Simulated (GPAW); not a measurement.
AlN:

```
CELL_PARAMETERS angstrom
3.08863 0.00000 0.00000
1.54432 2.67483 0.00000
1.54432 0.89161 2.52186
ATOMIC_POSITIONS crystal
Al 0.00000 0.00000 0.00000
N 0.25000 0.25000 0.25000
```

Measurements of this composition are mostly on another form, of space group No. 186.

Base run:

- Program: GPAW 26.7.0
- Functional: PBEsol
- Potentials or basis: PAW data sets generated in the run's folder for this functional
- Cutoff: 800 eV
- Basis: pw
- k mesh: 10 × 10 × 10
- Occupations: fermi-dirac, width 0.05 eV
- Spin: no spin polarisation

Its results: band gap on the k mesh 3.18 eV, indirect (least direct gap 4.14 eV); pressure 2.2 GPa.

Q: After a change of settings the same cell gave: band gap on the k mesh 4.64 eV, indirect (least direct gap 5.82 eV); pressure 11.2 GPa. Which change was it?
A. functional from PBEsol to OLYP; band points from 60 to 100
B. functional from PBEsol to TASK; potentials or basis from PAW data sets generated in the run's folder for this functional to GPAW PAW data sets (gpaw-data 1.2.1)
C. functional from PBEsol to BP86; band points from 60 to 100
D. functional from PBEsol to AM05; band points from 60 to 100

A: B.

Caveats: the PAW data sets were made with another functional, which shifts forces and pressure a little (some runs).

Not every run made on this cell is shown here.
